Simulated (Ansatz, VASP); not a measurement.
**Si7H4C7 (armchair SiC ribbon N=7 H edges) in two plane-wave programs**

One calculation is typed for both programs; each brings its own data sets. How far apart do they land? The cell is taken from a series of runs on this material, whose earlier steps may have relaxed, scaled, displaced or heated it; both programs get it as it stands.

Main program and level: Ansatz 0.2.0; plane waves, with VASP 6.6.1 beside it; single point at PBE.

**1. Starting point**

The cell holds 18 atoms: 7 Si, 7 C and 4 H. Its edges and angles: a = 18.761 Å, b = 7.000 Å, c = 5.389 Å, α = 90.0°, β = 90.0°, γ = 90.0°. Vacuum lies along a and b. The structure's axis is c.

**2. VASP: single point, PBE**

A single point gives forces, pressure and levels at one fixed geometry, so differences don't come from the geometry; what else differs is listed under the comparison.

Lines of VASP's logs that name or quote its potential files are left out, and so is its time.

File INCAR:

```
SYSTEM = Si7H4C7
PREC = Accurate
ENCUT = 520
EDIFF = 1E-06
NELM = 120
ISMEAR = -1
SIGMA = 0.05
LREAL = .FALSE.
ALGO = Normal
GGA = PE
NBANDS = 48
LORBIT = 11
LWAVE = .FALSE.
LCHARG = .FALSE.
ISIF = 2
LASPH = .TRUE.
GGA_COMPAT = .FALSE.
EFERMI = MIDGAP
KPAR = 4
```

File POSCAR:

```
Si7H4C7
1.0
   18.7610000000      0.0000000000      0.0000000000
    0.0000000000      7.0000000000      0.0000000000
    0.0000000000      0.0000000000      5.3887698631
Si C H
7 7 4
Direct
    0.2553506620      0.5000000000      0.0075758790
    0.4178883690      0.5000000000      0.0003830540
    0.5821116310      0.5000000000      0.0003830540
    0.7446493380      0.5000000000      0.0075758790
    0.3346931360      0.5000000000      0.4998186160
    0.5000000000      0.5000000000      0.4997255000
    0.6653068640      0.5000000000      0.4998186160
    0.2534042420      0.5000000000      0.3312232320
    0.4173980240      0.5000000000      0.3328045630
    0.5826019760      0.5000000000      0.3328045630
    0.7465957580      0.5000000000      0.3312232320
    0.3355295580      0.5000000000      0.8325101890
    0.5000000000      0.5000000000      0.8321699790
    0.6644704420      0.5000000000      0.8325101890
    0.2021928310      0.5000000000      0.4269463580
    0.7978071690      0.5000000000      0.4269463580
    0.1862111730      0.5000000000      0.8702019140
    0.8137888270      0.5000000000      0.8702019140
```

File KPOINTS:

```
Automatic mesh
0
Gamma
1 1 15
0 0 0
```

The projector-augmented-wave data sets are Si, C and H (PBE family, release 64).

Command:

```
$ mpirun -np 4 vasp_std
```

Numbers of over 12 decimals in the logs are rounded to 6 here.

Log:

```text
[banner, memory and clock lines left out]
running    4 mpi-ranks, on    1 nodes
 distrk:  each k-point on    1 cores,    4 groups
 distr:  one band on    1 cores,    1 groups

 POSCAR found type information on POSCAR SiC H
 POSCAR found :  3 types and      18 ions
|                                                                             |
|               ----> ADVICE to this user running VASP <----                  |
|                                                                             |
|     You have a (more or less) 'large supercell' and for larger cells it     |
|     might be more efficient to use real-space projection operators.         |
|     Therefore, try LREAL= Auto in the INCAR file.                           |
|     Mind: For very accurate calculation, you might also keep the            |
|     reciprocal projection scheme (i.e. LREAL=.FALSE.).                      |
|                                                                             |

 LDA part: xc-table for (Slater+PW92), standard interpolation
 POSCAR, INCAR and KPOINTS ok, starting setup
 FFT: planning ... GRIDC
 FFT: planning ... GRID_SOFT
 FFT: planning ... GRID
 WAVECAR not read
 entering main loop
       N       E                     dE             d eps       ncg     rms          rms(c)
DAV:   1     0.368910482321E+03    0.36891E+03   -0.20286E+04   768   0.918E+02
DAV:   2    -0.561974225612E+02   -0.42511E+03   -0.40276E+03  1136   0.196E+02
DAV:   3    -0.128363735079E+03   -0.72166E+02   -0.71247E+02  1048   0.787E+01
DAV:   4    -0.132340296602E+03   -0.39766E+01   -0.39617E+01   976   0.219E+01
DAV:   5    -0.132484884888E+03   -0.14459E+00   -0.14446E+00  1072   0.395E+00    0.262E+01
DAV:   6    -0.112050529470E+03    0.20434E+02   -0.61007E+01   912   0.244E+01    0.115E+01
DAV:   7    -0.111415367486E+03    0.63516E+00   -0.56332E+00   984   0.761E+00    0.550E+00
DAV:   8    -0.110968305890E+03    0.44706E+00   -0.54692E-01  1040   0.245E+00    0.218E+00
DAV:   9    -0.110822714059E+03    0.14559E+00   -0.22206E-01   976   0.148E+00    0.505E-01
DAV:  10    -0.110825751293E+03   -0.30372E-02   -0.29175E-02  1064   0.528E-01    0.316E-01
DAV:  11    -0.110830501307E+03   -0.47500E-02   -0.15145E-02   888   0.403E-01    0.125E-01
DAV:  12    -0.110831518417E+03   -0.10171E-02   -0.14231E-03  1040   0.136E-01    0.784E-02
DAV:  13    -0.110833372711E+03   -0.18543E-02   -0.81030E-04   904   0.102E-01    0.460E-02
DAV:  14    -0.110834832231E+03   -0.14595E-02   -0.38412E-04   872   0.737E-02    0.227E-02
DAV:  15    -0.110835523758E+03   -0.69153E-03   -0.86609E-05   912   0.359E-02    0.158E-02
DAV:  16    -0.110836697906E+03   -0.11741E-02   -0.55832E-05   888   0.293E-02    0.795E-03
DAV:  17    -0.110837155185E+03   -0.45728E-03   -0.27444E-05   888   0.173E-02    0.687E-03
DAV:  18    -0.110837346840E+03   -0.19165E-03   -0.19019E-05   864   0.136E-02    0.302E-03
DAV:  19    -0.110837378451E+03   -0.31611E-04   -0.36570E-06   960   0.609E-03    0.145E-03
DAV:  20    -0.110837385246E+03   -0.67950E-05   -0.62199E-07   728   0.288E-03    0.618E-04
DAV:  21    -0.110837389713E+03   -0.44669E-05   -0.36674E-07   736   0.182E-03    0.308E-04
DAV:  22    -0.110837392945E+03   -0.32318E-05   -0.28451E-07   664   0.121E-03    0.136E-04
DAV:  23    -0.110837393774E+03   -0.82865E-06   -0.60161E-08   624   0.602E-04
   1 F= -.11083739E+03 E0= -.11083739E+03  d E =-.621889E-10
```

OUTCAR, selected parts (step 2):

```text
ion  position               nearest neighbor table
   1  0.255  0.500  0.008-  17 1.49   8 1.74  12 1.78   5 3.04   2 3.05   5 3.11
   2  0.418  0.500  0.000-  13 1.79  12 1.79   9 1.79   1 3.05   3 3.08   6 3.10   6 3.11   5 3.11
                             5 3.12
   3  0.582  0.500  0.000-  13 1.79  14 1.79  10 1.79   4 3.05   2 3.08   6 3.10   6 3.11   7 3.11
                             7 3.12
   4  0.745  0.500  0.008-  18 1.49  11 1.74  14 1.78   7 3.04   3 3.05   7 3.11
   5  0.335  0.500  0.500-   8 1.78  12 1.79   9 1.79   1 3.04   6 3.10   2 3.11   1 3.11   2 3.12

  LATTYP: Found a simple orthorhombic cell.
 ALAT       =     5.3887698631
 B/A-ratio  =     1.2989977635
 C/A-ratio  =     3.4814995772

 Subroutine GETGRP returns: Found  4 space group operations
 (whereof  4 operations were pure point group operations)

The static configuration has the point symmetry C_2v.

 Found      8 irreducible k-points:

   k-points           NKPTS =      8   k-points in BZ     NKDIM =      8   number of bands    NBANDS=     48

   dimension x,y,z NGX =   140 NGY =   54 NGZ =   40
   dimension x,y,z NGXF=   280 NGYF=  108 NGZF=   80

   ENCUT  =  520.0 eV  38.22 Ry    6.18 a.u.  34.88 13.02 10.02*2*pi/ulx,y,z

   NELECT =      60.0000    total number of electrons

 k-points in reciprocal lattice and weights: Automatic mesh
   0.00000000  0.00000000  0.00000000       0.067
   0.00000000  0.00000000  0.06666667       0.133
   0.00000000  0.00000000  0.13333333       0.133
   0.00000000  0.00000000  0.20000000       0.133
   0.00000000  0.00000000  0.26666667       0.133
   0.00000000  0.00000000  0.33333333       0.133
   0.00000000  0.00000000  0.40000000       0.133
   0.00000000  0.00000000  0.46666667       0.133

 average (electrostatic) potential at core
       1 -90.8494       2 -90.8579       3 -90.8579       4 -90.8494       5 -90.7659
       6 -90.8770       7 -90.7659       8 -55.1907       9 -55.2781      10 -55.2781
      11 -55.1907      12 -55.3167      13 -55.2551      14 -55.3167      15 -39.3747
      16 -39.3747      17 -38.5691      18 -38.5691

 E-fermi :  -0.9220

 k-point     1 :       0.0000    0.0000    0.0000
  band No.  band energies     occupation
    ...
     26      -3.7404      2.00000
     27      -2.9534      2.00000
     28      -2.6711      2.00000
     29      -2.2375      2.00000
     30      -2.0972      2.00000
     31       0.2531      0.00000
     32       0.3233      0.00000
     33       0.4522      0.00000
     34       0.8286      0.00000
     35       1.2186      0.00000
    ...

 k-point     2 :       0.0000    0.0000    0.0667
  band No.  band energies     occupation
    ...
     26      -3.7847      2.00000
     27      -2.9470      2.00000
     28      -2.7508      2.00000
     29      -2.3082      2.00000
     30      -2.1281      2.00000
     31       0.2747      0.00000
     32       0.3952      0.00000
     33       0.5428      0.00000
     34       0.8522      0.00000
     35       1.1827      0.00000
    ...

 k-point     3 :       0.0000    0.0000    0.1333
  band No.  band energies     occupation
    ...
     26      -3.8946      2.00000
     27      -2.9614      2.00000
     28      -2.9307      2.00000
     29      -2.4945      2.00000
     30      -2.2175      2.00000
     31       0.3177      0.00000
     32       0.5789      0.00000
     33       0.8092      0.00000
     34       0.9230      0.00000
     35       1.0927      0.00000
    ...

  Total       -0.2805993      1.2960781     -0.1997263      0.0000000      0.0000000      0.0000000
  in kB       -0.6352630      2.9342566     -0.4521704      0.0000000      0.0000000      0.0000000
  external PRESSURE =       0.6156078 kB  Pullay stress =       0.0000000 kB

  energy-cutoff  :      520.00
  volume of cell :      707.69
      direct lattice vectors                 reciprocal lattice vectors
    18.761000000  0.000000000  0.000000000     0.053302063  0.000000000  0.000000000
     0.000000000  7.000000000  0.000000000     0.000000000  0.142857143  0.000000000
     0.000000000  0.000000000  5.388769863     0.000000000  0.000000000  0.185571109

 POSITION                                       TOTAL-FORCE (eV/Angst)
 -----------------------------------------------------------------------------------
      4.79063      3.50000      0.04082        -0.007033      0.000000     -0.009531
      7.84000      3.50000      0.00206         0.000424     -0.000000      0.002663
     10.92100      3.50000      0.00206        -0.000424     -0.000000      0.002663
     13.97037      3.50000      0.04082         0.007033      0.000000     -0.009531
      6.27918      3.50000      2.69341         0.000635      0.000000     -0.002916
      9.38050      3.50000      2.69291         0.000000      0.000000     -0.004735
     12.48182      3.50000      2.69341        -0.000635      0.000000     -0.002916
      4.75412      3.50000      1.78489         0.009390      0.000000     -0.019993
      7.83080      3.50000      1.79341        -0.000032      0.000000      0.000747
     10.93020      3.50000      1.79341         0.000032      0.000000      0.000747
     14.00688      3.50000      1.78489        -0.009390      0.000000     -0.019993
      6.29487      3.50000      4.48621        -0.017451     -0.000000     -0.004903
      9.38050      3.50000      4.48437         0.000000      0.000000      0.001527
     12.46613      3.50000      4.48621         0.017451     -0.000000     -0.004903
      3.79334      3.50000      2.30072        -0.024052      0.000000      0.017998
     14.96766      3.50000      2.30072         0.024052      0.000000      0.017998
      3.49351      3.50000      4.68932         0.044751      0.000000      0.017539
     15.26749      3.50000      4.68932        -0.044751      0.000000      0.017539
 -----------------------------------------------------------------------------------
    total drift:                                0.000000      0.000000     -0.000169

  FREE ENERGIE OF THE ION-ELECTRON SYSTEM (eV)
  ---------------------------------------------------
  free  energy   TOTEN  =      -110.8373937737 eV

  energy  without entropy=     -110.8373937737  energy(sigma->0) =     -110.83739377

 total charge
# of ion       s       p       d       tot
------------------------------------------
    1        0.748   0.994   0.000   1.742
    2        0.737   0.979   0.000   1.716
    3        0.737   0.979   0.000   1.716
    4        0.748   0.994   0.000   1.742
    5        0.738   0.984   0.000   1.722
    6        0.737   0.974   0.000   1.711
    7        0.738   0.984   0.000   1.722
    8        0.848   1.706   0.000   2.553
    9        0.846   1.682   0.000   2.528
   10        0.846   1.682   0.000   2.528
   11        0.848   1.706   0.000   2.553
   12        0.847   1.689   0.000   2.536
   13        0.847   1.688   0.000   2.534
   14        0.847   1.689   0.000   2.536
   15        0.621   0.049   0.000   0.670
   16        0.621   0.049   0.000   0.670
   17        0.569   0.013   0.000   0.583
   18        0.569   0.013   0.000   0.583
--------------------------------------------------
tot         13.491  18.855   0.000  32.345

[... 3 further parts left out ...]
```

**3. Ansatz: single point, PBE**

Ansatz runs on its default PAW (the set named soft_2) files.

The same cell, functional, mesh and smearing now go to Ansatz, which takes its cutoff from its data sets.

File input.yaml:

```yaml
crystal:
  lattice:
    - [18.761, 0.0, 0.0]
    - [0.0, 7.0, 0.0]
    - [0.0, 0.0, 5.3887698631]
  atoms:
    - { symbol: Si, position: [0.255350662, 0.5, 0.007575879] }
    - { symbol: Si, position: [0.417888369, 0.5, 0.000383054] }
    - { symbol: Si, position: [0.582111631, 0.5, 0.000383054] }
    - { symbol: Si, position: [0.744649338, 0.5, 0.007575879] }
    - { symbol: C, position: [0.253404242, 0.5, 0.331223232] }
    - { symbol: C, position: [0.417398024, 0.5, 0.332804563] }
    - { symbol: C, position: [0.582601976, 0.5, 0.332804563] }
    - { symbol: C, position: [0.746595758, 0.5, 0.331223232] }
    - { symbol: H, position: [0.202192831, 0.5, 0.426946358] }
    - { symbol: H, position: [0.797807169, 0.5, 0.426946358] }
    - { symbol: Si, position: [0.334693136, 0.5, 0.499818616] }
    - { symbol: Si, position: [0.5, 0.5, 0.4997255] }
    - { symbol: Si, position: [0.665306864, 0.5, 0.499818616] }
    - { symbol: C, position: [0.335529558, 0.5, 0.832510189] }
    - { symbol: C, position: [0.5, 0.5, 0.832169979] }
    - { symbol: C, position: [0.664470442, 0.5, 0.832510189] }
    - { symbol: H, position: [0.186211173, 0.5, 0.870201914] }
    - { symbol: H, position: [0.813788827, 0.5, 0.870201914] }
kpoints:
  mp_grid: { grid: [1, 1, 15] }
  band_path: { path: ["Γ", Z], npoints: 90 }
scf:
  occupations: { method: fermi_dirac, width: 0.05 }
hamiltonian:
  xc: pbe
output:
  dos: { e_range: [-5, 4] }
  write_potential: true
  write_density: true
  volumetric_format: npy
```

Command:

```
$ ansatz run input.yaml --threads 4 --pin off --max-ram 16384MiB --backend cpu --events-out ev --progress --plain --runs-dir out
```

Log:

```text
Engine: ansatz 0.2.0, aarch64-unknown-linux-gnu
Pseudopotentials: kind: paw
Pseudopotential: Si, paw, valence charge 4, recommended cutoff 420 eV (normal), Si.paw.azcp
Pseudopotential: C, paw, valence charge 4, recommended cutoff 420 eV (normal), C.paw.azcp
Pseudopotential: H, paw, valence charge 1, recommended cutoff 420 eV (normal), H.paw.azcp
Functional definition: PBE
  parameter kappa = 0.804
  parameter beta = 0.066725
  exchange = pbe_x(kappa = kappa, mu = beta*pi^2/3)
  correlation = pbe_c(beta = beta)
Crystal: 18 atoms, lattice volume = 707.691 Å³
Basis set: ecut = 420 eV, 13807 PW (Γ)
Bands: 48, of which v1, the nominal top of the filled ones, is band 30 counted from 1 (29 counted from 0)
Symmetry: 4 space group operations
Space group: Pmm2 (ITA 25), of the structure as read, at distance tolerance 8.9e-5 Å
k-points: 8 of 15 (time reversal used)
Non-local potential: Si, projectors of the file, l = 0: 2, l = 1: 2, l = 2: 2
Non-local potential: C, projectors of the file, l = 0: 2, l = 1: 2, l = 2: 1
Non-local potential: H, projectors of the file, l = 0: 2, l = 1: 1
PAW form: soft (Blöchl's): semilocal exchange-correlation on the pseudo side does not see the compensation charge
PAW one-centre angular grid: Si, 110 points (default); XC on 64 Gauss nodes
PAW one-centre angular grid: C, 110 points (default); XC on 64 Gauss nodes
PAW one-centre angular grid: H, 110 points (default); XC on 64 Gauss nodes
Initial density: superposition of atomic densities (neutral atoms: chi_scale 0, normalization atom), corrected by the library's trained network
Initial wavefunctions: pseudopotential atomic-orbital guess
Functional: x = pbe(κ = 0.804, μ = 0.219515), c = pbe(β = 0.066725)
SCF iter   1: F=—  HF=-6265.467507 eV  |F-HF|=—  |Δ(HF+E_count)|=         —  Δρ=1.89e-3  dr2=4.27e-2  ethr=1.77e-3  ⟨swp⟩=9.4  Hψ=2383  notcnv=0  defer=23
preconditioner: auto → Resta (q_TF=auto, 1.808 Å⁻¹)  ε∞=2.1  [insulator: Δε(μ)=2.395 eV  Ē_g=10.111 eV  σ=0.050 eV  W_gap=1.00  n_scr=76 (ndim 8)  ℏωp=10.8 eV  f_vac=0.557  D(μ)=0.00/eV (n_scr^D=0)  ε∞_Penn≈2.1  vacuum switching on, ρ_ref=7.4e-3 e/Å³]
SCF iter   2: F=—  HF=-6265.475142 eV  |F-HF|=—  |Δ(HF+E_count)|=   7.63e-3  Δρ=1.01e-3  dr2=9.26e-3  ethr=7.12e-5  ⟨swp⟩=2.9  Hψ=686  notcnv=0  defer=78
SCF iter   3: F=—  HF=-6265.480453 eV  |F-HF|=—  |Δ(HF+E_count)|=   5.31e-3  Δρ=4.79e-4  dr2=2.68e-3  ethr=1.54e-5  ⟨swp⟩=2.0  Hψ=587  notcnv=0  defer=78
SCF iter   4: F=—  HF=-6265.480815 eV  |F-HF|=—  |Δ(HF+E_count)|=   3.63e-4  Δρ=1.36e-4  dr2=2.65e-4  ethr=4.47e-6  ⟨swp⟩=2.0  Hψ=568  notcnv=0  defer=78
SCF iter   5: F=—  HF=-6265.480783 eV  |F-HF|=—  |Δ(HF+E_count)|=   3.22e-5  Δρ=5.39e-5  dr2=2.65e-5  ethr=4.42e-7  ⟨swp⟩=2.0  Hψ=441  notcnv=0  defer=78
SCF iter   6: F=—  HF=-6265.480656 eV  |F-HF|=—  |Δ(HF+E_count)|=   1.28e-4  Δρ=2.20e-5  dr2=6.66e-6  ethr=4.41e-8  ⟨swp⟩=2.4  Hψ=591  notcnv=0  defer=81
SCF iter   7: F=—  HF=-6265.480657 eV  |F-HF|=—  |Δ(HF+E_count)|=   9.67e-7  Δρ=6.14e-6  dr2=2.59e-7  ethr=1.11e-8  ⟨swp⟩=2.0  Hψ=498  notcnv=0  defer=81
SCF iter   8: F=-6265.480657 eV  HF=-6265.480657 eV  |F-HF|=1.04e-8  |Δ(HF+E_count)|=   3.39e-7  Δρ=2.06e-6  dr2=2.90e-8  ethr=1.67e-10  ⟨swp⟩=17.5  Hψ=2203  notcnv=0
SCF 1 converged in 8 iterations: F = -6265.480657 eV  dr2 = 2.90e-8
  greatest PAW one-centre occupation: 0.654 electrons in one spin orbital (limit 2), on the C atom at site 4 (counted from 0), in its partial waves of l = 0
NSCF: frozen V_eff on 91 k-points
WARN: The output density's exchange-correlation potential varies sharply where the density is thin. Do not read a vacuum level from v_tot or v_xc, or from such a field of the output density. On a cell that repeats whose density bears no net charge and no dipole along the vacuum's axis use v_es (v_loc + v_h of the components); under efield.dipole_correction with no amplitude use v_es + v_field, which holds any externa [...]
SCF converged after 8 iterations
Free energy (F): -6265.480657 eV
Harris-Foulkes:  -6265.480657 eV  (|F-HF|=1.04e-8)
Internal energy: -6265.480657 eV  (E = F + TS)
E sigma→0 (E₀):  -6265.480657 eV
Fermi energy:    -0.635419 eV
--- Per-component energies (eV) ---
  E_band       = -444.244636
  E_kinetic    = 971.633935
  E_local      = -7808.191524  (includes V_loc(G=0)·N_el)
  E_nonlocal   = 376.243520
  E_hartree    = 3435.470744
  E_xc         = -757.716905
  E_vxc        = -788.136740  (∫ρ·V_xc dr)
  E_paw        = -4286.584180  (= ΣΔE_a)
  E_vpaw       = -66.733096  (= ΣTr[D̂ρ^β])
  E_aug_tail   = -0.005058  (compensation charges beyond the density's cutoff)
  E_ewald      = 1803.668811
  E_smearing   = -0.000000  (= −TS)
  E_closure    = -0.000000  (closes the sum)
  Σ components = -6265.480657   (vs F -6265.480657, Δ=0.00e0)
--- Band table (eV; the first three rows and the last of 8) ---
  k-point 0: bands = [... 26 lower, -2.6589, -2.3775, -1.9444, -1.8042, 0.5543, 0.6247, 0.7537, 1.1216, ... 14 higher]
  k-point 1: bands = [... 26 lower, -2.6526, -2.4569, -2.0149, -1.8350, 0.5759, 0.6963, 0.8440, 1.1452, ... 14 higher]
  k-point 2: bands = [... 26 lower, -2.6671, -2.6363, -2.2007, -1.9243, 0.6189, 0.8794, 1.1098, 1.2160, ... 14 higher]
  k-point 7: bands = [... 26 lower, -3.6242, -3.1193, -2.8205, -2.4532, 0.6921, 1.1760, 1.6523, 2.1267, ... 14 higher]
```

In the SCF lines HF is the Harris–Foulkes energy and dr2 the Hartree energy of the density residual, in eV; the loop may stop once dr2 is under the threshold and the program's other checks hold. Hψ counts applications of the Hamiltonian.

**4. Side by side**

Known differences besides the potentials themselves: the cutoff is 420 eV in Ansatz and 520 eV in VASP. Total energies have different zeros and are not compared.

Compared:

| quantity | Ansatz | VASP | difference |
| --- | --- | --- | --- |
| gap on the k mesh (eV) | 2.359 | 2.350 | +0.008 |

A gap on the mesh is an upper bound, since the band edges may lie between its points.

**5. Summary of results**

- difference in gap on the k mesh (single point, PBE): 0.0082 eV

What this shows: The difference in gap on the k mesh is 0.0082 eV (single point, PBE), within the 0.08 eV picked in this series as the mark of a large difference. VASP runs on this material, other cells of it included, that failed, so that no pair exists: relaxation of the atoms, PBE (timeout). 2 further runs of this series are not shown here. How closely two codes agree says nothing of how well the functional describes the real material.

[Lines on the potential files, build, host, timing and source positions are cut from VASP's logs without a mark.]

[Logs are printed without paths, hosts, clocks, repeated set-up lines and the standing remarks that a program may print on its own settings, such as how far it seeks lower states.]

[Hosts, paths, dates, database ids (printed as entryN), source tags and the programs' standing remarks are cut or masked in the printed files.]
